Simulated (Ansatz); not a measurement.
Relaxed bulk TiAl:

```cif
data_structure
_symmetry_space_group_name_H-M 'P 1'
_symmetry_Int_Tables_number 1
_cell_length_a 2.8221
_cell_length_b 2.8221
_cell_length_c 4.0768
_cell_angle_alpha 90.000
_cell_angle_beta 90.000
_cell_angle_gamma 90.000
_cell_volume 32.47
loop_
_atom_site_label
_atom_site_type_symbol
_atom_site_fract_x
_atom_site_fract_y
_atom_site_fract_z
_atom_site_occupancy
Ti1 Ti 0.00000 0.00000 0.00000 1
Al1 Al 0.50000 0.50000 0.50000 1
```

Miller indices refer to the conventional cell of P4/mmm (No. 123), a = 2.822 Å, b = 2.822 Å, c = 4.077 Å, α = 90.00°, β = 90.00°, γ = 90.00°.

The (001) slab of 7 planes, 12.2 Å thick with 15 Å of vacuum as cut; outer planes Al (top) and Al (bottom).

Method: DFT PBE, scalar-relativistic, plane waves, PAW (Ansatz 0.2.0). Plane waves to 420 eV, a k mesh through Γ of 12×12×1 on the computed 7-atom cell and Gaussian smearing (0.10 eV); no spin polarisation. A dipole correction removes the field between periodic images along c.

The slab isn't stoichiometric (Ti3Al4), so its surface energy depends on the chemical potentials; it is given with the excess atoms taken from the element's standard state, a limit at which the compound may itself be unstable, so the figure can be too low.

Results for the relaxed slab:

```yaml
Surface_energy_with_the_excess_atoms_taken_from_the_elements: 1.25 J/m²
Work_function: 4.16 eV
```

Relaxation lowers the energy by 0.055 J/m² a face; the largest move is 0.126 Å.

| plane (bottom to top) | atoms | spacing to next, bulk (Å) | relaxed (Å) | change (%) |
| --- | --- | --- | --- | --- |
| 1 | Al | 2.038 | 1.900 | -6.8 |
| 2 | Ti | 2.038 | 2.058 | +1.0 |
| 3 | Al | 2.038 | 2.031 | -0.4 |
| 4 | Ti | 2.038 | 2.031 | -0.4 |
| 5 | Al | 2.038 | 2.058 | +1.0 |
| 6 | Ti | 2.038 | 1.900 | -6.8 |
| 7 | Al |  |  |  |